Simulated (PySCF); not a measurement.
Input of a run (PBE0-D3(BJ)/def2-SVP geometry optimisation, gas phase (PySCF 2.14.0)), started from GFN2-xTB:
```
{"job": {"xc": "PBE0", "basis": "def2-SVP", "d3": "d3bj", "grid": 1, "kind": "geom"}, "charge": 0, "multiplicity": 1}
C      0.156738     0.994445     0.102908
C      1.217506     0.097350    -0.095501
N      0.777472    -1.139480    -0.205939
N     -0.543538    -1.061952    -0.083923
C     -0.967340     0.204602     0.104169
H      0.212284     2.056225     0.225872
H      2.266276     0.307420    -0.159349
H     -1.101668    -1.899131    -0.135425
H     -2.004168     0.446516     0.222010
```

Output (energies in Eh, forces in Eh/bohr):
```
step   0  E = -225.78489717  max force = 0.016343
step   1  E = -225.78599100  max force = 0.003405
step   2  E = -225.78597558  max force = 0.002864
step   3  E = -225.78600014  max force = 0.001175
step   4  E = -225.78599528  max force = 0.001963
step   5  E = -225.78600375  max force = 0.000842
step   6  E = -225.78600494  max force = 0.000175
optimisation converged
```

Task: Summarise the run.

Result: The energy falls by 0.70 kcal/mol over 7 energy and gradient evaluations, the largest force component goes from 0.0163 to 1.7e-04 Eh/bohr, and the atoms move by 0.016 Å rms after alignment. Among the bonds, C1–H6, C2–H7 and C5–H9 change most and about equally (+0.017 to +0.018 Å). Bonds longer at the end by more than 0.005 Å: 6 of 9; shorter: 0. The energy rose by more than 1e-6 Eh at steps 2 and 4. The first step brought 99 % of the lowering.

Task: What are the final bond lengths?

Result: C1–C2 1.413 Å, C2–N3 1.326 Å, N3–N4 1.328 Å, N4–C5 1.353 Å, C1–C5 1.381 Å, C1–H6 1.087 Å, C2–H7 1.090 Å, N4–H8 1.012 Å, C5–H9 1.088 Å. Numbering counts from 1 in the input's order; the species is `c1cn[nH]c1`.

The run used 90 basis functions and 42 SCF cycles in all. On an Arm Neoverse V1 with one thread, no GPU, shared host with 64 logical CPUs at a one-minute load of 31, this took 12 s of wall time and 0.42 GiB of memory at its peak.

Stationary, but not proved a minimum.
